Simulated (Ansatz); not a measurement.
**Hf5C3: from a guess to a relaxed structure**

Level of theory: DFT PBE, scalar-relativistic, plane waves, PAW in Ansatz 0.2.0. Cutoff 420 eV, Gaussian smearing, Γ-centred meshes. Cell and atoms relax first on a coarse mesh, the cell is then made exact in the group found at 0.06 to 0.08 Å, and last on a converged mesh; the steps can't lower the symmetry of their start. No spin polarisation.

The guess for Hf5C3 was made by a generator: species swapped into a database cell of Zn5Pd3 (P4/mmm, No. 123), with Hf on the Zn sites and C on the Pd sites. Lengths were set from tabulated atomic sizes, so they are only a guess.

```cif
data_structure
_symmetry_space_group_name_H-M 'P 1'
_symmetry_Int_Tables_number 1
_cell_length_a 3.2026
_cell_length_b 3.2026
_cell_length_c 12.6817
_cell_angle_alpha 90.000
_cell_angle_beta 90.000
_cell_angle_gamma 90.000
_cell_volume 130.07
loop_
_atom_site_label
_atom_site_type_symbol
_atom_site_fract_x
_atom_site_fract_y
_atom_site_fract_z
_atom_site_occupancy
Hf1 Hf 0.00000 0.00000 0.87323 1
Hf2 Hf 0.00000 0.00000 0.12677 1
Hf3 Hf 0.00000 0.00000 0.37484 1
Hf4 Hf 0.00000 0.00000 0.62516 1
Hf5 Hf 0.50000 0.50000 0.00000 1
C1 C 0.50000 0.50000 0.24994 1
C2 C 0.50000 0.50000 0.50000 1
C3 C 0.50000 0.50000 0.75006 1
```

Formation energies are uncorrected and refer to the elements' standard structures at the same level.

Question: What does it relax into?

Answer: The symmetry stays P4/mmm (No. 123). The volume per atom grows by 5.3 %, from 16.3 to 17.1 Å³. The shortest distance goes from 2.75 Å (Hf–C) to 2.22 Å (Hf–C). The ratio c/a of the conventional cell changes by a factor of 1.18. Conventional cell: a = 3.083 Å, c = 14.409 Å. Hf on a site of symmetry 4mm is surrounded by 4 C at 2.22 Å and 9 Hf at 3.08–3.42 Å; around Hf on a second site of symmetry 4mm lie 4 C at 2.54 Å, 1 Hf at 2.62 Å, 4 Hf at 3.08 Å and 1 Hf at 3.26 Å; around Hf on a site of symmetry 4/mmm lie 2 C at 2.23 Å and 4 Hf at 3.08 Å; around C on a site of symmetry 4mm lie 5 Hf at 2.22–2.23 Å; C on a site of symmetry 4/mmm is surrounded by 8 Hf at 2.54 Å and 4 C at 3.08 Å.

Space group P4/mmm (No. 123). a = 3.083 Å, b = 3.083 Å, c = 14.409 Å, α = 90.00°, β = 90.00°, γ = 90.00°
```
atom  site  symmetry       x       y       z
  Hf    2g       4mm  0.0000  0.0000  0.8171
  Hf    2g       4mm  0.0000  0.0000  0.4091
  Hf    1c     4/mmm  0.5000  0.5000  0.0000
   C    2h       4mm  0.5000  0.5000  0.1545
   C    1d     4/mmm  0.5000  0.5000  0.5000
```

Question: Give its energy and gap.

Answer:

* Energy over the elements: +0.16 eV/atom
* Gap on the 10×10×2 mesh of the 8-atom cell: 0 eV (a metal)

The separate elements lie lower, so it is unstable against them.

The last run used Gaussian smearing of 0.10 eV. These runs have no spin–orbit coupling, which can matter for Hf. The reference form of C is held partly by dispersion forces, which this level lacks. A structure relaxed within its symmetry needn't be a true minimum. Another cell of the same search, in Immm, lies 167 meV/atom lower, so this cell isn't the stable form at this level.
